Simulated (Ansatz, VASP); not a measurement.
Si in VASP and in Ansatz

```
Si
1.0
     0.00000    2.71547    2.66116
     2.71547    0.00000    2.66116
     2.71547    2.71547    0.00000
Si
2
Direct
  0.50000 0.50000 0.50000
  0.75000 0.75000 0.75000
```

Change from the starting cell: zz strain of -2 %, PAW files.

Alike in both runs: task electric field gradients; functional LDA; k mesh 12 × 12 × 12; occupations fermi-dirac, width 0.08 eV; no spin polarisation.

|  | VASP | Ansatz |
| --- | --- | --- |
| version | VASP 6.6.1 | Ansatz 0.2.0 |
| potentials or method | VASP PAW LDA potentials, release 64 (Si) | PAW with Ansatz's default frozen-core files, scalar-relativistic |
| plane-wave cutoff (eV) | 520 | 420 |
| valence electrons in the cell | 8 | 8 |

Ansatz gave:

* pressure (GPa): 0.4
* largest component of the traceless stress (GPa): 1.23
* Vzz of the field gradient on the site that differs most (V/Å²): 0.3

**Question.** Estimate VASP's values.

**Answer.** Pressure (GPa): 0.4; largest component of the traceless stress (GPa): 1.23; Vzz of the field gradient on the site that differs most (V/Å²): 0.2.
